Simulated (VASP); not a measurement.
Input of a VASP 6.6.1 run:

File INCAR:

```
SYSTEM = Sb
ALGO     = Normal         ! electronic algorithm
EDIFF    = 1E-7           ! SCF threshold, eV
ENCUT    = 520            ! plane-wave cutoff, eV
GGA      = PS             ! functional
ISIF     = 2              ! what is computed and relaxed
ISMEAR   = -1             ! smearing method
LASPH    = .True.         ! aspherical terms in the spheres
LCHARG   = .True.         ! write CHGCAR
LELF     = .True.         ! ELF
LREAL    = .False.        ! projectors in reciprocal space
LVHAR    = .True.       
LWAVE    = .False.        ! write WAVECAR
NBANDS   = 12             ! bands
NELM     = 60             ! most SCF steps
PREC     = Accurate       ! precision mode
SIGMA    = 0.05           ! smearing width, eV
```

The input KPOINTS:

```
k-points
0
Gamma
  9 6 6
  0 0 0
```

Contents of POSCAR:

```
Sb
1.0
    3.1224020000      0.0000000000      0.0000000000
    0.0000000000      4.3475180000      0.0000000000
   -0.0389150000      0.0000000000      4.4058520000
Sb
2
Direct
    0.0121760000      0.2614880000      0.2426090000
    1.0015420000      0.7464850000      0.7653540000
```

Potentials or basis: VASP PAW PBE potentials, release 64 (Sb).

Command:

```console
$ cat potpaw_PBE.64/Sb/POTCAR > POTCAR
$ mpirun -np 1 vasp_std > vasp.out
```

Estimate the band gap on the k mesh.

none (metal or under the smearing width).

Predict the largest force.

0.111 eV/Å.

Forces in eV/Å, atoms in the order of the input:
```
Sb  -0.013 -0.089  0.066
Sb   0.013  0.089 -0.066
```

Caveat: the PAW data sets were made with another functional, which shifts forces and pressure a little. The run has no spin-orbit coupling, so splittings on Sb are missing.
